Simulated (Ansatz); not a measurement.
# Ir (Fm-3m): equation of state

An exercise on one series of results from a longer session: the logs are not shown, and one member is left open.

The COD entry's cell or inner coordinates are ideal or old and differ from later refinements, so a difference from it is no clean test against experiment.

Method: DFT PBE, scalar-relativistic, plane waves, PAW, in Ansatz 0.2.0.

## The structure to begin with

The structure is cubic, space group Fm-3m (No. 225). Conventional cell: a = 3.871 Å, b = 3.871 Å, c = 3.871 Å, α = 90.00°, β = 90.00°, γ = 90.00°. Ir (site symmetry m-3m) has 12 Ir at 2.74 Å as nearest neighbours.

Coordinates:

```xyz
1
Lattice="0.0000 1.9353 1.9353 1.9353 0.0000 1.9353 1.9353 1.9353 0.0000" Properties=species:S:1:pos:R:3 pbc="T T T"
Ir    0.0000    0.0000    0.0000
```

This cell comes from an earlier session at PBE: 14.498 Å³/atom at -0.14 GPa, on a 20×20×20 mesh.

Volume factors to run: 0.980, 1.020, 0.960, 1.040.

The first run:

The input, input.yaml:

```yaml
crystal:
  lattice:
    - [0.0, 1.9223449552, 1.9223449552]
    - [1.9223449552, 0.0, 1.9223449552]
    - [1.9223449552, 1.9223449552, 0.0]
  atoms:
    - { symbol: Ir, position: [0.0, 0.0, 0.0] }
basis:
  ecutwfc: 420
  ecutrho_ratio: 4
kpoints:
  mp_grid: { grid: [20, 20, 20] }
hamiltonian:
  xc: pbe
scf:
  occupations: { method: gaussian, width: 0.05 }
output:
  forces: true
  stress: true
  eigenvalues: true
```

Launch:

```bash
$ ansatz run input.yaml --threads 1 --pin off --max-ram 2560MiB --backend cpu --events-out ev --progress --plain --runs-dir out
```

Among the steps run: Scaling the volume by 0.980; At 1.020 of the relaxed volume; Scaling the volume by 0.960; Volume × 1.040.

One of the session's tables, all rows but one given; the rest of the session is left out.

It belongs to the step «Energy and pressure against volume». 

| volume (Å³/atom) | energy (meV/atom) | pressure (GPa) |
| --- | --- | --- |
| 13.918 | 26.85 | 15.62 |
| 14.208 | 6.30 | 7.26 |
| 14.498 | 0.00 | -0.14 |
| 14.788 | ? | ? |
| 15.078 | 23.79 | -12.49 |

Q: Estimate the row for volume (Å³/atom) = 14.788 from the others.

Worked estimate for «energy (meV/atom)». A straight line through the neighbours (14.498, 0.00) and (15.078, 23.79) gives 0.00 + (23.79 − 0.00) × (14.788 − 14.498) / (15.078 − 14.498) = 11.90; a parabola fitted to 3 rows on both sides gives 5.83.

**Answer.** energy (meV/atom): 6.31; pressure (GPa): -6.70. In «energy (meV/atom)» the line misses by +5.59 and the parabola by -0.48.
